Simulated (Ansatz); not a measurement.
What does this script print? It uses the Ansatz DFT code, driven from Python.

Contents of `POSCAR`:
```text
AlN
1.0
   3.31211574    0.00000000    0.00000000
  -1.65605787    2.86837637    0.00000000
   0.00000000    0.00000000    4.18756300
Al N
2 2
Direct
   0.33333333    0.66666667    0.75000000
   0.66666667    0.33333333    0.25000000
   0.33333333    0.66666667    0.25000000
   0.66666667    0.33333333    0.75000000
```

The script, `bands.py`:
```python
"""Band structure of AlN."""

from pathlib import Path
import warnings

import ansatz as az
from ase.io import read
import numpy as np

warnings.simplefilter("ignore", az.DeckWarning)

atoms = read("POSCAR", format="vasp")
system = az.Crystal.from_ase(atoms)

# high-symmetry points in fractions of the reciprocal vectors
path = [
    ("G", (0.0, 0.0, 0.0)),
    ("M", (0.5, 0.0, 0.0)),
    ("K", (0.33333, 0.33333, 0.0)),
    ("G", (0.0, 0.0, 0.0)),
    ("A", (0.0, 0.0, 0.5)),
    ("L", (0.5, 0.0, 0.5)),
]
job = (
    system.calculation()
    .kpoints(mesh=(12, 12, 6), center="gamma")
    .occupations("fixed")
    .functional("LDA")
    .pseudopotentials("paw")
    .band_structure([point for _, point in path], intervals=8)
    .scf(extra_bands=6)
    .populations()
)
with warnings.catch_warnings(record=True) as caught:
    warnings.simplefilter("always")
    result = job.run(threads=1)
print("warnings raised:", sorted(w.category.__name__ for w in caught) or "none")
data = result.report

n_atoms = len(data["lattice"]["sites"])
print("F =", round(data["free_energy_ev"], 4), "eV for", n_atoms, "atoms")
print("E(sigma -> 0) =", round(data["energy_sigma0_ev"], 4), "eV, TS =", round(data["entropy_ts_ev"], 5), "eV")
print("closed by", data["closed_by"], "after", data["n_iterations"], "iterations")

files = Path(result.write_results("tables"))
print((files / "populations.tsv").read_text())

bands = result.band_structure()
fermi = bands.fermi_energy_ev
print(f"zero of the bands: {fermi:.3f} eV, the Fermi level found on the SCF mesh")
for spin, channel in enumerate(bands.channels):
    print("channel", spin, "- computed levels within 8 eV of the Fermi level")
    for i, (label, _) in enumerate(path):
        levels = channel.eigenvalues_ev[i * 8] - fermi
        print(f"  {label:3s}", " ".join(f"{e:7.3f}" for e in levels if abs(e) < 8))
```

`python bands.py` gives:
```text
warnings raised: ['DeckWarning']
F = -1779.3066 eV for 4 atoms
E(sigma -> 0) = -1779.3066 eV, TS = 0.0 eV
closed by deck_thresholds after 6 iterations
# site	symbol	l	j	q
# orbitals = lowdin
# n_electrons = 16.000000
# spilling = 0.009574
0	Al	0_3S	-	0.521266
0	Al	1_3P	-	1.387948
1	Al	0_3S	-	0.521266
1	Al	1_3P	-	1.387948
2	N	0_2S	-	1.408467
2	N	1_2P	-	4.605728
3	N	0_2S	-	1.408467
3	N	1_2P	-	4.605728

zero of the bands: 8.701 eV, the Fermi level found on the SCF mesh
channel 0 - computed levels within 8 eV of the Fermi level
  G    -6.884  -3.270  -3.270  -1.610  -1.610   0.000   3.276   4.253
  M    -6.471  -4.737  -4.485  -4.321  -2.897  -1.460   3.724   6.994   7.087
  K    -6.723  -4.534  -4.534  -3.764  -3.764  -2.542   5.074   6.042
  G    -6.884  -3.270  -3.270  -1.610  -1.610   0.000   3.276   4.253
  A    -3.692  -3.692  -2.479  -2.479  -2.479  -2.479   5.572   5.572
  L    -7.281  -7.281  -3.251  -3.251  -1.744  -1.744   4.960   4.960
```

What to keep in mind:
- Absolute energies stand on the zero of these potentials, so only differences at equal settings mean something. A total without «per atom» is that of the cell as typed.
- With fixed filling the reported Fermi level is the top filled level among the k-points of the SCF.
- The structure comes from a database of computed cells and needn't be a stable or known phase.
- Levels are Kohn-Sham eigenvalues on this mesh.
- Wall time of the script: 2.7 s on 1 thread of Intel(R) Xeon(R) Processor @ 2.30GHz (shared host), peak memory 0.55 GiB.
